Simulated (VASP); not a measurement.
# C (Fd-3m) in VASP: notebook

One crystal, C, is run at these levels: PBE; tasks: relaxation of cell and atoms.

Program: VASP 6.6.1. These are calculated values, not measurements. Logs are shortened: lines on timing, memory, paths and dates and some standing lists are left out, and cuts for length are marked.

### 1 The structure

Symmetry: Fd-3m, No. 227, cubic system. The conventional cell has a = 3.567 Å, b = 3.567 Å, c = 3.567 Å, α = 90.00°, β = 90.00°, γ = 90.00°. C (site symmetry -43m) is surrounded by 4 C at 1.54 Å.

This isn't the form of C at room conditions, which is graphite.

### 2 Relaxation of cell and atoms, PBE

The input, INCAR:

```
ALGO = Fast
EDIFF = 0.05
EDIFFG = -0.002
ENCUT = 520
GGA = PE
IBRION = 2
ISIF = 3
ISMEAR = 0
LASPH = T
LCHARG = F
LREAL = F
LWAVE = F
NELM = 80
NSW = 80
PREC = Accurate
SIGMA = 0.02
```

The input, KPOINTS:

```
k-points
0
Gamma
  14 14 14
```

The input, POSCAR:

```
C
1.0
    0.0000000000      1.7833700000      1.7833700000
    1.7833700000      0.0000000000      1.7833700000
    1.7833700000      1.7833700000      0.0000000000
C
2
Direct
    0.0000000000      0.0000000000      0.0000000000
    0.2500000000      0.2500000000      0.2500000000
```

Potentials or basis: VASP PAW PBE potentials, release 64 (C).

The run is started by

```console
$ cat potpaw_PBE.64/C/POTCAR > POTCAR
$ mpirun -np 1 vasp_std > vasp.out
```

OUTCAR:

```text
EDIFF = 0.05
   EDIFFG = -0.002
   ENCUT = 520
   GGA = PE
   IBRION = 2
   ISIF = 3
   ISMEAR = 0
   LASPH = T
   LREAL = F
   NELM = 80
   NSW = 80
   PREC = Accurate

 ion  position               nearest neighbor table
   1  0.000  0.000  0.000-   2 1.54   2 1.54   2 1.54   2 1.54
   2  0.250  0.250  0.250-   1 1.54   1 1.54   1 1.54   1 1.54

  LATTYP: Found a face centered cubic cell.
 ALAT       =     3.5667400000

  Lattice vectors:

 A1 = (   0.0000000000,   1.7833700000,   1.7833700000)
 A2 = (   1.7833700000,   0.0000000000,   1.7833700000)
 A3 = (   1.7833700000,   1.7833700000,   0.0000000000)

Analysis of symmetry for initial positions (statically):
=====================================================================
 Subroutine PRICEL returns:
 Original cell was already a primitive cell.

 Routine SETGRP: Setting up the symmetry group for a
 face centered cubic supercell.

 Subroutine GETGRP returns: Found 48 space group operations
 (whereof 24 operations were pure point group operations)
 out of a pool of 48 trial point group operations.

The static configuration has the point symmetry T_d .
 The point group associated with its full space group is O_h .

Analysis of symmetry for dynamics (positions and initial velocities):
=====================================================================
 Subroutine PRICEL returns:
 Original cell was already a primitive cell.

 Routine SETGRP: Setting up the symmetry group for a
 face centered cubic supercell.

 Subroutine GETGRP returns: Found 48 space group operations
 (whereof 24 operations were pure point group operations)
 out of a pool of 48 trial point group operations.

The dynamic configuration has the point symmetry T_d .
 The point group associated with its full space group is O_h .

 Subroutine INISYM returns: Found 48 space group operations
 (whereof 24 operations are pure point group operations),
 and found     1 'primitive' translations

----------------------------------------------------------------------------------------

                                     Primitive cell

  volume of cell :      11.3437

  direct lattice vectors                    reciprocal lattice vectors
     0.000000000  1.783370000  1.783370000    -0.280368067  0.280368067  0.280368067
     1.783370000  0.000000000  1.783370000     0.280368067 -0.280368067  0.280368067
     1.783370000  1.783370000  0.000000000     0.280368067  0.280368067 -0.280368067
[... 101 lines left out ...]
   IALGO  =     68    algorithm
   IMIX   =      4    mixing-type and parameters
     AMIX     =   0.40;   BMIX     =  1.00
     AMIX_MAG =   1.60;   BMIX_MAG =  1.00
  volume/ion in A,a.u.               =       5.67        38.28
  Fermi-wavevector in a.u.,A,eV,Ry     =   1.457203  2.753714 28.891161  2.123440
  Thomas-Fermi vector in A             =   2.574032
   LORBIT       =      0    0 simple, 1 ext, 2 COOP (PROOUT), +10 PAW based schemes
   GGA     = PE    functional components
   LHFCALC =     F    Hartree Fock is set to
   AEXX    =    0.0000 exact exchange contribution
   IVDW    =     0    specifies the selected vdW correction
   LEPSILON=     F    determine dielectric tensor
   LRPA    =     F    only Hartree local field effects (RPA)
 conjugate gradient relaxation of ions
 non-spin polarized calculation
 RMM-DIIS sequential band-by-band and
 Gauss-broadening in eV      SIGMA  =   0.02
  energy-cutoff  :      520.00
  volume of cell :       11.34
 maximum number of plane-waves:       316
   NGX =  9   NGY =  9   NGZ =  9

--------------------------------------- Ionic step        1  -------------------------------------------

 number of electron       7.9999999 magnetization

 Free energy of the ion-electron system (eV)
  ---------------------------------------------------
  ext. energy  EPLUGINS =         0.00000000
  ---------------------------------------------------
  free energy    TOTEN  =       -18.18503272 eV

  energy without entropy =      -18.18503272  energy(sigma->0) =      -18.18503272

------------------------ aborting loop because EDIFF is reached ----------------------------------------

  FORCE on cell =-STRESS in cart. coord.  units (eV):
  Direction    XX          YY          ZZ          XY          YZ          ZX
  --------------------------------------------------------------------------------------
  -------------------------------------------------------------------------------------
  Total        0.3212226      0.3212226      0.3212226     -0.0000000      0.0000000     -0.0000000
  in kB       45.3693298     45.3693298     45.3693298     -0.0000000      0.0000000     -0.0000000
  external PRESSURE =      45.3693298 kB  Pullay stress =       0.0000000 kB
[... 203 lines left out ...]
--------------------------------------- Ionic step        7  -------------------------------------------

 number of electron       7.9999999 magnetization

 Free energy of the ion-electron system (eV)
  ---------------------------------------------------
  ext. energy  EPLUGINS =         0.00000000
  ---------------------------------------------------
  free energy    TOTEN  =       -18.18575515 eV

  energy without entropy =      -18.18575515  energy(sigma->0) =      -18.18575515

 E-fermi :   9.8334     XC(G=0): -13.2226

 val. band max:        9.6477802044   @ k =   0.0000   0.0000   0.0000
 cond. band min:      13.7647594114   @ k =   0.3571   0.3571   0.0000
 fundamental gap:      4.1169792070
 Fermi energy:         9.8334364925

 k-point     1 :       0.0000    0.0000    0.0000
  band No.  band energies     occupation
      1     -11.7533      2.00000
      2       9.6478      2.00000
      3       9.6478      2.00000
      4       9.6478      2.00000
      5      15.2221      0.00000
      6      15.2221      0.00000
      7      15.2221      0.00000
      8      22.8500      0.00000
[... 243 lines left out ...]
 k-point    24 :       0.2857    0.1429    0.0000
  band No.  band energies     occupation
      1      -9.7095      2.00000
      2       3.6522      2.00000
      3       6.3494      2.00000
      4       7.0611      2.00000
      5      15.5438      0.00000
      6      19.5675      0.00000
      7      19.6790      0.00000
      8      21.9806      0.00000

 [... further k-points ...]

------------------------ aborting loop because EDIFF is reached ----------------------------------------

  FORCE on cell =-STRESS in cart. coord.  units (eV):
  Direction    XX          YY          ZZ          XY          YZ          ZX
  --------------------------------------------------------------------------------------
  -------------------------------------------------------------------------------------
  Total        0.0018710      0.0018710      0.0018710      0.0000000     -0.0000000      0.0000000
  in kB        0.2627669      0.2627669      0.2627669      0.0000000     -0.0000000      0.0000000
  external PRESSURE =       0.2627669 kB  Pullay stress =       0.0000000 kB
[... 17 lines left out ...]
  FREE ENERGIE OF THE ION-ELECTRON SYSTEM (eV)
  ---------------------------------------------------
  free  energy   TOTEN  =       -18.1857551477 eV

  energy  without entropy=      -18.1857551477  energy(sigma->0) =      -18.18575515

 reached required accuracy - stopping structural energy minimisation
```

OSZICAR:

```text
N       E                     dE             d eps       ncg     rms          rms(c)
DAV:   1    -0.713519649068E+00   -0.71352E+00   -0.50656E+03  1744   0.984E+02
DAV:   2    -0.187028590405E+02   -0.17989E+02   -0.17062E+02  2576   0.109E+02
DAV:   3    -0.188239407420E+02   -0.12108E+00   -0.12108E+00  1864   0.116E+01
DAV:   4    -0.188241145538E+02   -0.17381E-03   -0.17381E-03  2280   0.450E-01
[... 23 lines left out ...]
RMM:   2    -0.181857536831E+02    0.12732E-06    0.00000E+00    26   0.102E-02
   6 F= -.18185754E+02 E0= -.18185754E+02  d E =-.720964E-03
       N       E                     dE             d eps       ncg     rms          rms(c)
DAV:   1    -0.181857555857E+02   -0.17753E-05   -0.35728E-05   832   0.668E-02    0.477E-03
RMM:   2    -0.181857551477E+02    0.43793E-06    0.00000E+00   143   0.117E-02
   7 F= -.18185755E+02 E0= -.18185755E+02  d E =-.722428E-03
```

It took 26 s on 1 thread of Intel Xeon Platinum 8259CL at 2.50GHz (Skylake/Cascade Lake), shared host; peak memory 0.12 GiB.

What came out:

| Item | Value |
| --- | --- |
| Free energy | -18.1858 eV |
| Relaxed volume | 5.70 Å³/atom |
| Relaxed cell | a = 2.527 Å, b = 2.527 Å, c = 2.527 Å, α = 60.00°, β = 60.00°, γ = 60.00° |
| Space group after relaxing (to 0.05 Å) | Fd-3m (No. 227) |
| Energy gained by relaxing | 0.4 meV/atom |
| Ionic steps | 7 |
| Pressure after relaxing | 0.0 GPa |
| Band gap on the k mesh | 4.12 eV, indirect (least direct gap 5.57 eV) |

Step by step:
```csv
step,energy change (eV),largest force (eV/Å),pressure (GPa),volume (Å³)
1,0.0000,0.0000,4.54,11.34
2,0.0034,0.0000,-5.43,11.61
3,-0.0006,0.0000,-3.29,11.46
4,-0.0007,0.0000,-0.57,11.41
5,-0.0007,0.0000,0.08,11.40
6,-0.0007,0.0000,0.15,11.40
7,-0.0007,0.0000,0.03,11.41
```

Final structure:
```
CELL_PARAMETERS angstrom
0.00000 1.78674 1.78674
1.78674 0.00000 1.78674
1.78674 1.78674 0.00000
ATOMIC_POSITIONS crystal
C 0.00000 0.00000 0.00000
C 0.25000 0.25000 0.25000
```

A k mesh can miss the band edges. Zero-point motion and thermal expansion aren't in these numbers.

### 3 Relaxation of cell and atoms, PBE

This run uses another cell than the first one, of 5.70 Å³/atom, 1.006 times its volume.

INCAR is that of step 2.

KPOINTS is that of step 2.

The input, POSCAR:

```
C                                       
1.0
   -0.0000000000      1.7867429751      1.7867429751
    1.7867429751      0.0000000000      1.7867429751
    1.7867429751      1.7867429751     -0.0000000000
  C             
     2
Direct
     0.0000000000000000    0.0000000000000000    0.0000000000000000
     0.2500000000000000    0.2500000000000000    0.2500000000000000
```

Potentials or basis: VASP PAW PBE potentials, release 64 (C).

The run is started by

```console
$ cat potpaw_PBE.64/C/POTCAR > POTCAR
$ mpirun -np 1 vasp_std > vasp.out
```

OUTCAR:

```text
EDIFF = 0.05
   EDIFFG = -0.002
   ENCUT = 520
   GGA = PE
   IBRION = 2
   ISIF = 3
   ISMEAR = 0
   LASPH = T
   LREAL = F
   NELM = 80
   NSW = 80
   PREC = Accurate

 ion  position               nearest neighbor table
   1  0.000  0.000  0.000-   2 1.55   2 1.55   2 1.55   2 1.55
   2  0.250  0.250  0.250-   1 1.55   1 1.55   1 1.55   1 1.55

  LATTYP: Found a face centered cubic cell.
 ALAT       =     3.5734859502

  Lattice vectors:

 A1 = (   0.0000000000,   1.7867429751,   1.7867429751)
 A2 = (   1.7867429751,   0.0000000000,   1.7867429751)
 A3 = (   1.7867429751,   1.7867429751,   0.0000000000)

Analysis of symmetry for initial positions (statically):
=====================================================================
 Subroutine PRICEL returns:
 Original cell was already a primitive cell.

 Routine SETGRP: Setting up the symmetry group for a
 face centered cubic supercell.

 Subroutine GETGRP returns: Found 48 space group operations
 (whereof 24 operations were pure point group operations)
 out of a pool of 48 trial point group operations.

The static configuration has the point symmetry T_d .
 The point group associated with its full space group is O_h .

[... 275 lines left out ...]

------------------------ aborting loop because EDIFF is reached ----------------------------------------
[... 67 lines left out ...]
--------------------------------------- Ionic step       10  -------------------------------------------

 number of electron       7.9999999 magnetization

 Free energy of the ion-electron system (eV)
  ---------------------------------------------------
  ext. energy  EPLUGINS =         0.00000000
  ---------------------------------------------------
  free energy    TOTEN  =       -18.18583691 eV

  energy without entropy =      -18.18583691  energy(sigma->0) =      -18.18583691

 E-fermi :   9.8333     XC(G=0): -13.2223

 val. band max:        9.6476182158   @ k =   0.0000   0.0000   0.0000
 cond. band min:      13.7644452287   @ k =   0.3571   0.3571   0.0000
 fundamental gap:      4.1168270129
 Fermi energy:         9.8333292288

 k-point     1 :       0.0000    0.0000    0.0000
  band No.  band energies     occupation
      1     -11.7531      2.00000
      2       9.6476      2.00000
      3       9.6476      2.00000
      4       9.6476      2.00000
      5      15.2219      0.00000
      6      15.2219      0.00000
      7      15.2219      0.00000
      8      22.8492      0.00000
[... 243 lines left out ...]
 k-point    24 :       0.2857    0.1429    0.0000
  band No.  band energies     occupation
      1      -9.7093      2.00000
      2       3.6523      2.00000
      3       6.3495      2.00000
      4       7.0612      2.00000
      5      15.5435      0.00000
      6      19.5672      0.00000
      7      19.6788      0.00000
      8      21.9801      0.00000

 [... further k-points ...]

------------------------ aborting loop because EDIFF is reached ----------------------------------------

  FORCE on cell =-STRESS in cart. coord.  units (eV):
  Direction    XX          YY          ZZ          XY          YZ          ZX
  --------------------------------------------------------------------------------------
  -------------------------------------------------------------------------------------
  Total       -0.0034119     -0.0034119     -0.0034119     -0.0000000     -0.0000000     -0.0000000
  in kB       -0.4791556     -0.4791556     -0.4791556     -0.0000000     -0.0000000     -0.0000000
  external PRESSURE =      -0.4791556 kB  Pullay stress =       0.0000000 kB
[... 17 lines left out ...]
  FREE ENERGIE OF THE ION-ELECTRON SYSTEM (eV)
  ---------------------------------------------------
  free  energy   TOTEN  =       -18.1858369092 eV

  energy  without entropy=      -18.1858369092  energy(sigma->0) =      -18.18583691

 reached required accuracy - stopping structural energy minimisation
```

OSZICAR:

```text
N       E                     dE             d eps       ncg     rms          rms(c)
DAV:   1    -0.144536549763E+01   -0.14454E+01   -0.50976E+03  1744   0.996E+02
DAV:   2    -0.187154428154E+02   -0.17270E+02   -0.16471E+02  2688   0.108E+02
DAV:   3    -0.188135876634E+02   -0.98145E-01   -0.98145E-01  1768   0.107E+01
DAV:   4    -0.188137352795E+02   -0.14762E-03   -0.14762E-03  2368   0.430E-01
[... 35 lines left out ...]
RMM:   2    -0.181858367425E+02   -0.95702E-08    0.00000E+00     7   0.221E-03
   9 F= -.18185837E+02 E0= -.18185837E+02  d E =-.233493E-03
       N       E                     dE             d eps       ncg     rms          rms(c)
DAV:   1    -0.181858369079E+02   -0.17503E-06   -0.34236E-07   832   0.675E-03    0.440E-04
RMM:   2    -0.181858369092E+02   -0.12544E-08    0.00000E+00     1   0.158E-03
  10 F= -.18185837E+02 E0= -.18185837E+02  d E =-.233659E-03
```

CONTCAR:

```text
C
   1.00000000000000
    -0.0000000000000000    1.7867637747689671    1.7867637747689671
     1.7867637747689671    0.0000000000000000    1.7867637747689671
     1.7867637747689671    1.7867637747689671   -0.0000000000000000
  C
     2
Direct
     0.0000000000000000    0.0000000000000000    0.0000000000000000
     0.2500000000000000    0.2500000000000000    0.2500000000000000

  0.00000000E+00  0.00000000E+00  0.00000000E+00
  0.00000000E+00  0.00000000E+00  0.00000000E+00
```

It took 23 s on 1 thread of Intel Xeon Platinum 8259CL at 2.50GHz (Skylake/Cascade Lake), shared host; peak memory 0.12 GiB.

What came out:

- Free energy: -18.1858 eV
- Energy gained by relaxing: 0.1 meV/atom
- Ionic steps: 10
- Pressure after relaxing: 0.0 GPa
- Band gap on the k mesh: 4.12 eV, indirect (least direct gap 5.57 eV)

Step by step:
| step | energy change (eV) | largest force (eV/Å) | pressure (GPa) | volume (Å³) |
| --- | --- | --- | --- | --- |
| 1 | 0.0000 | 0.0000 | 2.03 | 11.41 |
| 2 | 0.0014 | 0.0000 | -3.76 | 11.53 |
| 3 | -0.0001 | 0.0000 | -2.24 | 11.45 |
| 4 | -0.0002 | 0.0000 | -0.99 | 11.43 |
| 5 | -0.0002 | 0.0000 | -0.57 | 11.42 |
| 6 | -0.0002 | 0.0000 | -0.34 | 11.41 |
| 7 | -0.0002 | 0.0000 | -0.17 | 11.41 |
| 8 | -0.0002 | 0.0000 | -0.11 | 11.41 |
| 9 | -0.0002 | 0.0000 | -0.06 | 11.41 |
| 10 | -0.0002 | 0.0000 | -0.05 | 11.41 |

Final structure:
```
C
1.0
     0.00000    1.78676    1.78676
     1.78676    0.00000    1.78676
     1.78676    1.78676    0.00000
C
2
Direct
  0.00000 0.00000 0.00000
  0.25000 0.25000 0.25000
```

A k mesh can miss the band edges.
